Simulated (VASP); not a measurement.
# LiF (Griceite) (Fm-3m) in VASP: notebook

One crystal, LiF (Griceite), is run at these levels: PBE, BLYP+D3, BLYP+D4; tasks: single point, relaxation of cell and atoms.

Program: VASP 6.6.1. These are calculated values, not measurements. Logs are shortened: lines on timing, memory, paths and dates and some standing lists are left out, and cuts for length are marked.

## 1. Starting point

The structure is cubic, space group Fm-3m (No. 225). Conventional cell: a = 4.028 Å, b = 4.028 Å, c = 4.028 Å, α = 90.00°, β = 90.00°, γ = 90.00°. Around F (site symmetry m-3m) lie 6 Li at 2.01 Å. Around Li (site symmetry m-3m) lie 6 F at 2.01 Å.

## 2. Single point, PBE

The input, INCAR:

```
SYSTEM = LiF
PREC = Accurate
ENCUT = 520
EDIFF = 1E-6
ISMEAR = 0
SIGMA = 0.028000000000000004
LREAL = .FALSE.
LASPH = .TRUE.
NELM = 80
ALGO = Fast
ISIF = 2
LWAVE = .FALSE.
LCHARG = .FALSE.
GGA = PE
```

The input, KPOINTS:

```
Automatic mesh
0
G
  11 11 11
  0 0 0
```

The input, POSCAR:

```
LiF
1.0
    0.0000000000      2.0140000000      2.0140000000
    2.0140000000      0.0000000000      2.0140000000
    2.0140000000      2.0140000000      0.0000000000
F Li
1 1
Direct
    0.5000000000      0.5000000000      0.5000000000
    0.0000000000      0.0000000000      0.0000000000
```

Potentials or basis: VASP PAW PBE potentials, release 64 (F, Li_sv).

Run with:

```sh
$ cat potpaw_PBE.64/F/POTCAR potpaw_PBE.64/Li_sv/POTCAR > POTCAR
$ mpirun -np 1 vasp_std > vasp.out
```

OUTCAR:

```text
SYSTEM = LiF
   PREC = Accurate
   ENCUT = 520
   EDIFF = 1E-6
   ISMEAR = 0
   LREAL = .FALSE.
   LASPH = .TRUE.
   NELM = 80
   ISIF = 2
   GGA = PE

 ion  position               nearest neighbor table
   1  0.500  0.500  0.500-   2 2.01   2 2.01   2 2.01   2 2.01   2 2.01   2 2.01
   2  0.000  0.000  0.000-   1 2.01   1 2.01   1 2.01   1 2.01   1 2.01   1 2.01

  LATTYP: Found a face centered cubic cell.
 ALAT       =     4.0280000000

  Lattice vectors:

 A1 = (   0.0000000000,   2.0140000000,   2.0140000000)
 A2 = (   2.0140000000,   0.0000000000,   2.0140000000)
 A3 = (   2.0140000000,   2.0140000000,   0.0000000000)

Analysis of symmetry for initial positions (statically):
=====================================================================
 Subroutine PRICEL returns:
 Original cell was already a primitive cell.

 Routine SETGRP: Setting up the symmetry group for a
 face centered cubic supercell.

 Subroutine GETGRP returns: Found 48 space group operations
 (whereof 48 operations were pure point group operations)
 out of a pool of 48 trial point group operations.

The static configuration has the point symmetry O_h .

Analysis of symmetry for dynamics (positions and initial velocities):
=====================================================================
 Subroutine PRICEL returns:
 Original cell was already a primitive cell.

 Routine SETGRP: Setting up the symmetry group for a
 face centered cubic supercell.

 Subroutine GETGRP returns: Found 48 space group operations
 (whereof 48 operations were pure point group operations)
 out of a pool of 48 trial point group operations.

The dynamic configuration has the point symmetry O_h .

 Subroutine INISYM returns: Found 48 space group operations
 (whereof 48 operations are pure point group operations),
 and found     1 'primitive' translations

----------------------------------------------------------------------------------------

                                     Primitive cell

  volume of cell :      16.3384

  direct lattice vectors                    reciprocal lattice vectors
     0.000000000  2.014000000  2.014000000    -0.248262165  0.248262165  0.248262165
     2.014000000  0.000000000  2.014000000     0.248262165 -0.248262165  0.248262165
     2.014000000  2.014000000  0.000000000     0.248262165  0.248262165 -0.248262165

  length of vectors
     2.848226115  2.848226115  2.848226115     0.430002683  0.430002683  0.430002683

  position of ions in fractional coordinates (direct lattice)
     0.500000000  0.500000000  0.500000000
     0.000000000  0.000000000  0.000000000

[... 81 lines left out ...]
   NFREE  =      0    steps in history (QN), initial steepest desc. (CG)
   ISIF   =      2    stress and relaxation
   ISYM   =      2    0-nonsym 1-usesym 2-fastsym
   POTIM  = 0.5000    time-step for ionic-motion
   TEBEG  =    0.0;   TEEND  =   0.0 temperature during run
   PSTRESS=    0.0 pullay stress
   NELECT =      10.0000    total number of electrons
   NUPDOWN=      -1.0000    fix difference up-down
   EMIN   =  10.00;   EMAX   =-10.00  energy-range for DOS
   EFERMI =   0.00;   METHOD = LEGACY
   ISMEAR =     0;   SIGMA  =   0.03  broadening in eV -4-tet -1-fermi 0-gaus
   EFERMI_NEDOS =   21; number of points for ismear=-14 and -15
   IALGO  =     68    algorithm
   IMIX   =      4    mixing-type and parameters
     AMIX     =   0.40;   BMIX     =  1.00
     AMIX_MAG =   1.60;   BMIX_MAG =  1.00
  volume/ion in A,a.u.               =       8.17        55.13
  Fermi-wavevector in a.u.,A,eV,Ry     =   1.389970  2.626662 26.286674  1.932016
  Thomas-Fermi vector in A             =   2.513950
   LORBIT       =      0    0 simple, 1 ext, 2 COOP (PROOUT), +10 PAW based schemes
   GGA     = PE    functional components
   LHFCALC =     F    Hartree Fock is set to
   AEXX    =    0.0000 exact exchange contribution
   IVDW    =     0    specifies the selected vdW correction
   LEPSILON=     F    determine dielectric tensor
   LRPA    =     F    only Hartree local field effects (RPA)
 non-spin polarized calculation
 RMM-DIIS sequential band-by-band and
 Gauss-broadening in eV      SIGMA  =   0.03
  energy-cutoff  :      520.00
  volume of cell :       16.34
 maximum number of plane-waves:       459
 NGX is ok and might be reduce to    24
   NGX = 11   NGY = 11   NGZ = 11

 number of electron      10.0000000 magnetization

 number of electron       9.9999992 magnetization

 Free energy of the ion-electron system (eV)
  ---------------------------------------------------
  ext. energy  EPLUGINS =         0.00000000
  ---------------------------------------------------
  free energy    TOTEN  =        -9.63755758 eV

  energy without entropy =       -9.63755758  energy(sigma->0) =       -9.63755758

 E-fermi :  -0.8833     XC(G=0):  -9.9820

 val. band max:       -1.0186275207   @ k =   0.0000   0.0000   0.0000
 cond. band min:       8.0692327068   @ k =   0.0000   0.0000   0.0000
 fundamental gap:      9.0878602275
 Fermi energy:        -0.8833494654

 k-point     1 :       0.0000    0.0000    0.0000
  band No.  band energies     occupation
      1     -41.9373      2.00000
      2     -20.9935      2.00000
      3      -1.0186      2.00000
      4      -1.0186      2.00000
      5      -1.0186      2.00000
      6       8.0692      0.00000
      7      22.9784      0.00000
      8      23.3019      0.00000
      9      23.3054      0.00000
[... 265 lines left out ...]
 k-point    24 :      -0.1818    0.1818    0.0000
  band No.  band energies     occupation
      1     -41.8987      2.00000
      2     -20.7025      2.00000
      3      -2.4741      2.00000
      4      -1.7327      2.00000
      5      -1.0936      2.00000
      6       9.9772      0.00000
      7      16.0881      0.00000
      8      18.9672      0.00000
      9      19.2464      0.00000

 [... further k-points ...]
[... 5 lines left out ...]
  --------------------------------------------------------------------------------------
  -------------------------------------------------------------------------------------
  Total        0.1683395      0.1683395      0.1683395      0.0000000      0.0000000     -0.0000000
  in kB       16.5077612     16.5077612     16.5077612      0.0000000      0.0000000     -0.0000000
  external PRESSURE =      16.5077612 kB  Pullay stress =       0.0000000 kB

 VOLUME and BASIS-vectors are now :
 -----------------------------------------------------------------------------
  energy-cutoff  :      520.00
  volume of cell :       16.34
      direct lattice vectors                 reciprocal lattice vectors
     0.000000000  2.014000000  2.014000000    -0.248262165  0.248262165  0.248262165
     2.014000000  0.000000000  2.014000000     0.248262165 -0.248262165  0.248262165
     2.014000000  2.014000000  0.000000000     0.248262165  0.248262165 -0.248262165

 POSITION                                       TOTAL-FORCE (eV/Angst)
 -----------------------------------------------------------------------------------
      2.01400      2.01400      2.01400         0.000000      0.000000     -0.000000
      0.00000      0.00000      0.00000        -0.000000     -0.000000      0.000000
 -----------------------------------------------------------------------------------
    total drift:                               -0.000000     -0.000000      0.000000

  FREE ENERGIE OF THE ION-ELECTRON SYSTEM (eV)
  ---------------------------------------------------
  free  energy   TOTEN  =        -9.6375575824 eV

  energy  without entropy=       -9.6375575824  energy(sigma->0) =       -9.63755758
```

OSZICAR:

```text
N       E                     dE             d eps       ncg     rms          rms(c)
DAV:   1     0.303469827197E+02    0.30347E+02   -0.58725E+03  1040   0.115E+03
DAV:   2    -0.917099441087E+01   -0.39518E+02   -0.38683E+02  1160   0.204E+02
DAV:   3    -0.101391364403E+02   -0.96814E+00   -0.96626E+00  1330   0.302E+01
DAV:   4    -0.101481885027E+02   -0.90521E-02   -0.90493E-02  1341   0.292E+00
DAV:   5    -0.101482261215E+02   -0.37619E-04   -0.37618E-04  1367   0.122E-01    0.454E+00
RMM:   6    -0.962348887910E+01    0.52474E+00   -0.11811E+00  1166   0.100E+01    0.130E+00
RMM:   7    -0.963158517671E+01   -0.80963E-02   -0.37985E-02  1331   0.207E+00    0.918E-01
RMM:   8    -0.963843626287E+01   -0.68511E-02   -0.17280E-02  1366   0.188E+00    0.264E-01
RMM:   9    -0.963746087725E+01    0.97539E-03   -0.23277E-03  1428   0.520E-01    0.112E-01
RMM:  10    -0.963745540667E+01    0.54706E-05   -0.11706E-03  1468   0.363E-01    0.228E-02
RMM:  11    -0.963753242918E+01   -0.77023E-04   -0.33845E-04  1471   0.175E-01    0.165E-02
RMM:  12    -0.963755296646E+01   -0.20537E-04   -0.11886E-04  1547   0.939E-02    0.123E-02
RMM:  13    -0.963756096223E+01   -0.79958E-05   -0.49517E-05  1424   0.546E-02    0.121E-02
RMM:  14    -0.963756575230E+01   -0.47901E-05   -0.22990E-05  1368   0.397E-02    0.137E-02
RMM:  15    -0.963756225061E+01    0.35017E-05   -0.86399E-06  1274   0.270E-02    0.542E-03
RMM:  16    -0.963755831255E+01    0.39381E-05   -0.35963E-06  1195   0.159E-02    0.200E-03
RMM:  17    -0.963755758238E+01    0.73017E-06   -0.13762E-06   982   0.960E-03
   1 F= -.96375576E+01 E0= -.96375576E+01  d E =-.894679E-14
```

stdout:

```text
POSCAR found type information on POSCAR F Li
 POSCAR found :  2 types and       2 ions
 scaLAPACK will be used
 LDA part: xc-table for (Slater+PW92), standard interpolation
 POSCAR, INCAR and KPOINTS ok, starting setup
 FFT: planning ... GRIDC
 FFT: planning ... GRID_SOFT
 FFT: planning ... GRID
 WAVECAR not read
 entering main loop
```

Run time: 6.9 s. Hardware: 1 thread of Intel Xeon 6975P-C (Granite Rapids), shared host; peak memory 0.13 GiB.

Results:

```
Free energy            : -9.6376 eV
Band gap on the k mesh : 9.09 eV, direct
```

Caveat: the cutoff is under 1.25 times the usual one of these potentials, so pressure, stress and relaxed cells hold a basis-set (Pulay) error; an odd mesh through Γ misses points on the zone boundary, where band edges often lie.

## 3. Relaxation of cell and atoms, BLYP+D3

The input, INCAR:

```
PREC     = Accurate       # precision mode
ENCUT    = 600            # plane-wave cutoff, eV
EDIFF    = 1E-6           # SCF threshold, eV
ISMEAR   = -1             # smearing method
SIGMA    = 0.05           # smearing width, eV
LREAL    = False          # projectors in reciprocal space
LASPH    = True           # aspherical terms in the spheres
NELM     = 100            # most SCF steps
ALGO     = Normal         # electronic algorithm
ISIF     = 3              # what is computed and relaxed
LWAVE    = False          # write WAVECAR
LCHARG   = False          # write CHGCAR
GGA      = B5             # functional
ALDAX    = 1.0          
AGGAX    = 1.0          
AGGAC    = 1.0          
ALDAC    = 0.0          
IVDW     = 11             # dispersion correction
VDW_S6   = 1.0          
VDW_S8   = 1.682        
VDW_SR   = 1.094        
VDW_SR8  = 1.0          
IBRION   = 2              # ionic algorithm
NSW      = 60             # ionic steps
EDIFFG   = -0.005         # ionic threshold
```

The input, KPOINTS:

```
regular mesh
0
Gamma
  11 11 11
```

POSCAR is that of step 2.

Potentials or basis: VASP PAW PBE potentials, release 64 (F, Li_sv).

Run with:

```sh
$ cat potpaw_PBE.64/F/POTCAR potpaw_PBE.64/Li_sv/POTCAR > POTCAR
$ mpirun -np 1 vasp_std > vasp.out
```

Wall time 22 s (1 thread of Intel Xeon 6975P-C (Granite Rapids), shared host); peak memory 0.15 GiB.

The run converged. Its results:

- Free energy: -10.0646 eV
- Relaxed volume: 7.64 Å³/atom
- Relaxed cell: a = 2.785 Å, b = 2.785 Å, c = 2.785 Å, α = 60.00°, β = 60.00°, γ = 60.00°
- Space group after relaxing (to 0.05 Å): Fm-3m (No. 225)
- Energy gained by relaxing: 8.0 meV/atom
- Ionic steps: 4
- Pressure after relaxing: 0.0 GPa
- Band gap on the k mesh: 9.91 eV, direct
- Dispersion energy per atom: -0.281 eV

The path:
| step | energy change (eV) | largest force (eV/Å) | pressure (GPa) | volume (Å³) |
| --- | --- | --- | --- | --- |
| 1 | 0.0000 | 0.0000 | -4.62 | 16.34 |
| 2 | -0.0121 | 0.0000 | -2.43 | 15.79 |
| 3 | -0.0160 | 0.0000 | 0.26 | 15.23 |
| 4 | -0.0161 | 0.0000 | -0.02 | 15.28 |

Final structure:
```yaml
crystal:
  lattice:
    - [0.00000, 1.96962, 1.96962]
    - [1.96962, 0.00000, 1.96962]
    - [1.96962, 1.96962, 0.00000]
  atoms:
    - { symbol: F, position: [0.50000, 0.50000, 0.50000] }
    - { symbol: Li, position: [0.00000, 0.00000, 0.00000] }
```

Levels at points of the mesh, in eV from the valence-band top:
```tsv
k point	band 2	band 3	band 4	band 5	band 6	band 7	band 8	band 9
(0.00, 0.00, 0.00)	-20.03	0.00	0.00	0.00	9.91	24.78	24.78	24.78
```

Caveat: the cutoff is under 1.25 times the usual one of these potentials, so pressure, stress and relaxed cells hold a basis-set (Pulay) error; the PAW data sets were made with another functional, which shifts forces and pressure a little; an odd mesh through Γ misses points on the zone boundary, where band edges often lie.

## 4. Relaxation of cell and atoms, BLYP+D4

The input, INCAR:

```
SYSTEM = LiF
  AGGAC = 1.0
  AGGAX = 1.0
  ALDAC = 0.0
  ALDAX = 1.0
  ALGO = Normal
  EDIFF = 1E-6
  EDIFFG = -0.01
  ENCUT = 600
  GGA = B5
  IBRION = 2
  ISIF = 3
  ISMEAR = -1
  IVDW = 13
  LASPH = .TRUE.
  LCHARG = .FALSE.
  LREAL = .FALSE.
  LWAVE = .FALSE.
  NELM = 100
  NSW = 40
  PREC = Accurate
  SIGMA = 0.05
  VDW_A1 = 0.44488865
  VDW_A2 = 4.0933009
  VDW_S6 = 1.0
  VDW_S8 = 2.34076671
```

The input, KPOINTS:

```
k-points
0
G
  11 11 11
  0 0 0
```

POSCAR is that of step 3.

Run with:

```sh
$ cat potpaw_PBE.64/F/POTCAR potpaw_PBE.64/Li_sv/POTCAR > POTCAR
$ mpirun -np 1 vasp_std > vasp.out
```

Run time: 9.1 s. Hardware: 1 thread of Intel Xeon 6975P-C (Granite Rapids), shared host; peak memory 0.13 GiB.

Results (log left out):

* Free energy: -9.7729 eV
* Pressure after relaxing: 0.1 GPa
* Band gap on the k mesh: 9.28 eV, direct
* Dispersion energy per atom: -0.117 eV

Final structure:
```yaml
crystal:
  lattice:
    - [0.00000, 2.01400, 2.01400]
    - [2.01400, 0.00000, 2.01400]
    - [2.01400, 2.01400, 0.00000]
  atoms:
    - { symbol: F, position: [0.50000, 0.50000, 0.50000] }
    - { symbol: Li, position: [0.00000, 0.00000, 0.00000] }
```

Levels at points of the mesh, in eV from the valence-band top:
| k point | band 2 | band 3 | band 4 | band 5 | band 6 | band 7 | band 8 | band 9 |
| --- | --- | --- | --- | --- | --- | --- | --- | --- |
| (0.00, 0.00, 0.00) | -19.84 | 0.00 | 0.00 | 0.00 | 9.28 | 23.89 | 23.89 | 23.89 |

Caveat: the cutoff is under 1.25 times the usual one of these potentials, so pressure, stress and relaxed cells hold a basis-set (Pulay) error; the relaxation stopped at its first step, so nothing moved; the PAW data sets were made with another functional, which shifts forces and pressure a little; an odd mesh through Γ misses points on the zone boundary, where band edges often lie. BLYP gaps usually lie below the measured ones, often by a third to a half.

## 5. Single point, PBE

The input, INCAR:

```
SYSTEM = LiF
  ALGO = Normal
  EDIFF = 1E-7
  ENCUT = 450
  GGA = PE
  ISIF = 2
  ISMEAR = 0
  LASPH = .TRUE.
  LCHARG = .FALSE.
  LREAL = .FALSE.
  LWAVE = .FALSE.
  NBANDS = 11
  NELM = 100
  PREC = Accurate
  SIGMA = 0.02
```

The input, KPOINTS:

```
k-points
0
G
  7 7 7
  0 0 0
```

POSCAR is that of step 4.

Potentials or basis: VASP PAW PBE potentials, release 64 (F_GW, Li_GW).

Run with:

```sh
$ cat potpaw_PBE.64/F_GW/POTCAR potpaw_PBE.64/Li_GW/POTCAR > POTCAR
$ mpirun -np 1 vasp_std > vasp.out
```

Wall time 2.9 s (1 thread of Intel Xeon 6975P-C (Granite Rapids), shared host); peak memory 0.12 GiB.

The run converged, but a check on its numbers failed (symmetry, net force, bounds or a known fault of this set-up), so they aren't taken as properties of the crystal.

Caveat: the cutoff lies under the usual one of these potentials, so the numbers hold a large basis-set error.

## 6. Single point, PBE

The input, INCAR:

```
  PREC = Accurate
  ENCUT = 550
  EDIFF = 1E-6
  ISMEAR = 0
  SIGMA = 0.05
  LREAL = F
  LASPH = T
  NELM = 80
  ALGO = Fast
  ISIF = 2
  LWAVE = F
  LCHARG = F
  GGA = PE
  NBANDS = 11
```

The input, KPOINTS:

```
regular mesh
0
Gamma
  11 11 11
```

The input, POSCAR:

```
LiF
2.8482
    0.000000000000      0.707113264518      0.707113264518
    0.707113264518      0.000000000000      0.707113264518
    0.707113264518      0.707113264518      0.000000000000
F Li
1 1
Direct
    0.5000000000      0.5000000000      0.5000000000
    0.0000000000      0.0000000000      0.0000000000
```

Potentials or basis: VASP PAW PBE potentials, release 64 (F_GW, Li_GW).

Run with:

```sh
$ cat potpaw_PBE.64/F_GW/POTCAR potpaw_PBE.64/Li_GW/POTCAR > POTCAR
$ mpirun -np 1 vasp_std > vasp.out
```

It took 12 s on 1 thread of Intel Xeon Platinum 8259CL at 2.50GHz (Skylake/Cascade Lake), shared host; peak memory 0.14 GiB.

The run converged. Its results:

```
Free energy            : -9.6108 eV
Band gap on the k mesh : 9.05 eV, direct
```

Levels at points of the mesh, in eV from the valence-band top:
| k point | band 1 | band 2 | band 3 | band 4 | band 5 | band 6 | band 7 | band 8 | band 9 |
| --- | --- | --- | --- | --- | --- | --- | --- | --- | --- |
| (0.00, 0.00, 0.00) | -20.03 | 0.00 | 0.00 | 0.00 | 9.05 | 23.93 | 23.93 | 23.93 | 24.32 |

Caveat: the cutoff is under 1.25 times the usual one of these potentials, so pressure, stress and relaxed cells hold a basis-set (Pulay) error; an odd mesh through Γ misses points on the zone boundary, where band edges often lie.

## 7. The reference run

An earlier run on the cell as given: functional PBE; potentials or basis VASP PAW PBE potentials, release 64 (F, Li_sv); cutoff 520 eV; k mesh 11 × 11 × 11; occupations fermi-dirac, width 0.05 eV; no spin polarisation.

* Band gap on the k mesh: 9.09 eV, direct

## 8. The runs side by side

```csv
task,level,potentials or basis,cell,cutoff (eV),smearing,gap on the mesh (eV),pressure (GPa)
single point,PBE,"VASP PAW PBE potentials, release 64 (F, Li_sv)",as given,520,gaussian 0.028 eV,9.09,-
relaxation of cell and atoms,BLYP+D3,"VASP PAW PBE potentials, release 64 (F, Li_sv)",relaxed,600,fermi-dirac 0.05 eV,9.91,0.0
relaxation of cell and atoms,BLYP+D4,"VASP PAW PBE potentials, release 64 (F, Li_sv)",relaxed,600,fermi-dirac 0.05 eV,9.28,0.1
single point,PBE,"VASP PAW PBE potentials, release 64 (F_GW, Li_GW)",as given,550,gaussian 0.05 eV,9.05,-
single point,PBE,"VASP PAW PBE potentials, release 64 (F, Li_sv)",as given,520,fermi-dirac 0.05 eV,9.09,-
```

Alike in all rows: no spin polarisation; k mesh 11 × 11 × 11.

Caveats: the cutoff is under 1.25 times the usual one of these potentials, so pressure, stress and relaxed cells hold a basis-set (Pulay) error; an odd mesh through Γ misses points on the zone boundary, where band edges often lie; the PAW data sets were made with another functional, which shifts forces and pressure a little (some runs); the relaxation stopped at its first step, so nothing moved (some runs).

Total energies depend on the potentials used, so only differences within one code and one set of settings carry meaning.
